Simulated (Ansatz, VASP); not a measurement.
One calculation of InSb, two programs

```xyz
2
Lattice="0.0000 3.1953 3.1953 3.1953 0.0000 3.1953 3.1953 3.1953 0.0000" Properties=species:S:1:pos:R:3 pbc="T T T"
In    0.0000    0.0000    0.0000
Sb    4.7930    4.7930    4.7930
```

Change from the starting cell: volume scaled by 0.96, PAW files.

Alike in both runs: task electric field gradients; functional PBE; k mesh 9 × 9 × 9; occupations fermi-dirac, width 0.05 eV; no spin polarisation.

```csv
,VASP,Ansatz
version,VASP 6.6.1,Ansatz 0.2.0
potentials or method,"VASP PAW PBE potentials, release 64 (In_d, Sb)","PAW with Ansatz's default frozen-core files, scalar-relativistic"
plane-wave cutoff (eV),520,420
valence electrons in the cell,18,28
```

```tsv
	VASP	Ansatz	Ansatz less VASP
pressure (GPa)	5.4	5.4	+0.03
Vzz of the field gradient on the site that differs most (V/Å²)	0.0	0.0	0.00
```

The two sets of potentials don't hold the same shells in valence. Ansatz warned: «gradients_without_spin_orbit».

Spin-orbit coupling is left out, which matters for the levels of Sb.
